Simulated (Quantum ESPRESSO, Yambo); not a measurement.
Planning a run of Yambo 5.3.0 on AlN (P6_3mc). The input:

```
optics
chi
dipoles
Chimod= "HARTREE"
% QpntsRXd
 1 | 4 |
%
% BndsRnXd
 1 | 46 |
%
NGsBlkXd= 3 Ry
% EnRngeXd
 0 | 30 | eV
%
% DmRngeXd
 0.2 | 0.2 | eV
%
ETStpsXd= 301
% LongDrXd
 1 | 0 | 0 |
%
```

The database entry behind the starting cell differs from later determinations by our own check (inner coordinate u about 0.002 short), so it need not match the best structure at ambient conditions.

```sh
OMP_NUM_THREADS=1 mpirun -n 4 yambo -F optics1.in -J optics1 -C optics1 > optics1.log
```

The stored states that it reads are on a 6×6×4 mesh. It takes space group P6_3mc (No. 186, hexagonal). Conventional cell: a = 3.113 Å, b = 3.113 Å, c = 4.981 Å, α = 90.00°, β = 90.00°, γ = 120.00°. Nearest to Al lie 4 N at 1.89 Å. Nearest to N lie 4 Al at 1.89 Å. Farther neighbours and most contacts between anions are not listed.

Question: Estimate wall time and host memory on 4 MPI ranks of Arm Neoverse V1, shared host.

It took 15 s; on shared hardware allow 7.5 s to 30 s. Peak host memory was 1.3 GiB.

[Paths, hosts, dates, memory and timing lines, banners, echoed tables and standing remarks are left out of the program output.]

[Logs are printed without paths, hosts, clocks, repeated set-up lines and the standing remarks that a program may print on its own settings, such as how far it seeks lower states.]

[Runs of the session that timed out or met a known fault of the program may be left out.]

[Hosts, paths, dates, database ids (printed as entryN), source tags and the programs' standing remarks are cut or masked in the printed files.]
